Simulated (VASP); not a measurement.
A run of VASP 6.6.1:

File INCAR:

```
PREC = Accurate ; ENCUT = 600
EDIFF = 1E-7 ; ISMEAR = -1
SIGMA = 0.02 ; LREAL = F
LASPH = T ; NELM = 100
ALGO = Fast ; ISIF = 3
LWAVE = F ; LCHARG = F
IBRION = 2 ; NSW = 80
EDIFFG = -0.005
```

The input KPOINTS:

```
regular mesh
0
Gamma
  6 6 6
```

Contents of POSCAR:

```
NaCl
1.0
    3.5064772242      0.0000000000      0.0000000000
    0.0000000000      3.5064772242      0.0000000000
    0.0000000000      0.0000000000      3.5064772242
Na Cl
1 1
Direct
    0.0000000000      0.0000000000      0.0000000000
    0.5000000000      0.5000000000      0.5000000000
```

Potentials or basis: VASP PAW LDA potentials, release 64 (Na_pv, Cl).

Command:

```console
$ cat potpaw_LDA.64/Na_pv/POTCAR potpaw_LDA.64/Cl/POTCAR > POTCAR
$ mpirun -np 1 vasp_std > vasp.out
```

Hardware: 1 thread of AMD EPYC 9R45 (Zen 5) (shared host).

Problem. How long does it take, and how much memory?

Solution. Run time: 16 s on 1 thread of AMD EPYC 9R45 (Zen 5) (shared host), peak memory 0.11 GiB. Counts: scf iterations 47, k points 20, ion steps 4.
